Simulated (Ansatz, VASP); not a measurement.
**Two plane-wave programs on AlRu**

```
CELL_PARAMETERS angstrom
2.99160 0.00000 0.00000
0.00000 2.99160 0.00000
0.00000 0.00000 2.99160
ATOMIC_POSITIONS crystal
Al 0.00000 0.00000 0.00000
Ru 0.50000 0.50000 0.50000
```

Alike in both runs: functional PBE; k mesh 16 × 16 × 16; occupations fermi-dirac, width 0.05 eV; no spin polarisation.

Ansatz relaxed the structure, and its values are those at the end. VASP's run is a single point on that final structure, the one shown.

|  | VASP | Ansatz |
| --- | --- | --- |
| version | VASP 6.6.1 | Ansatz 0.2.0 |
| potentials or method | VASP PAW PBE potentials, release 64 (Al, Ru_pv) | plane-wave PAW, scalar-relativistic |
| plane-wave cutoff (eV) | 520 | 420 |
| valence electrons in the cell | 17 | 19 |

```csv
,VASP,Ansatz,Ansatz less VASP
pressure (GPa),2.6,2.6,+0.03
```

The two sets of potentials don't hold the same shells in valence. Ansatz warned: «gradients_without_spin_orbit».
